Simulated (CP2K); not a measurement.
Crystal: InPd.

```xyz
2
Lattice="3.2719 0.0000 0.0000 0.0000 3.2719 0.0000 0.0000 0.0000 3.2719" Properties=species:S:1:pos:R:3 pbc="T T T"
In    0.0000    0.0000    0.0000
Pd    1.6359    1.6359    1.6359
```

The cell comes from a database or a generator and needn't be the stable form of this composition.

```yaml
Program: CP2K 2026.2
Task: relaxation of cell and atoms
Functional: PBEsol
Dispersion: D3(BJ)
Potentials_or_basis: POTENTIAL_UZH In GTH-PBE-q13, Pd GTH-PBE-q18; TZVP-MOLOPT-PBE-GTH basis
Density_cutoff: 6803 eV
k_mesh: 8 × 8 × 8
Occupations: fermi-dirac, width 0.05 eV
Spin: no spin polarisation
```

At the start: pressure -6.2 GPa; volume 17.51 Å³/atom.

Task: How do energy, volume and symmetry change on relaxing?

Result: Over 6 steps the energy falls by 15.9 meV/atom and the volume is 16.73 Å³/atom (-4.4 %); space group Pm-3m (No. 221, to 0.05 Å).

Step by step:
```tsv
step	energy change (eV)	largest force (eV/Å)	volume (Å³)
1	0.0000	0.0000	35.03
2	-0.0052	0.0000	34.89
3	-0.0316	0.0000	33.32
4	-0.0319	0.0000	33.48
5	-0.0319	0.0000	33.47
6	-0.0319	0.0000	33.47
```

Final structure:
```yaml
crystal:
  lattice:
    - [3.22267, 0.00000, 0.00000]
    - [0.00000, 3.22267, 0.00000]
    - [0.00000, 0.00000, 3.22267]
  atoms:
    - { symbol: In, position: [0.00000, 0.00000, 0.00000] }
    - { symbol: Pd, position: [0.50000, 0.50000, 0.50000] }
```

Caveat: the potentials were made for another functional, which shifts forces and pressure; the basis of atomic orbitals isn't converged, which shifts pressures, moduli and gaps; pairwise dispersion overbinds metals, which lowers pressure and volume.
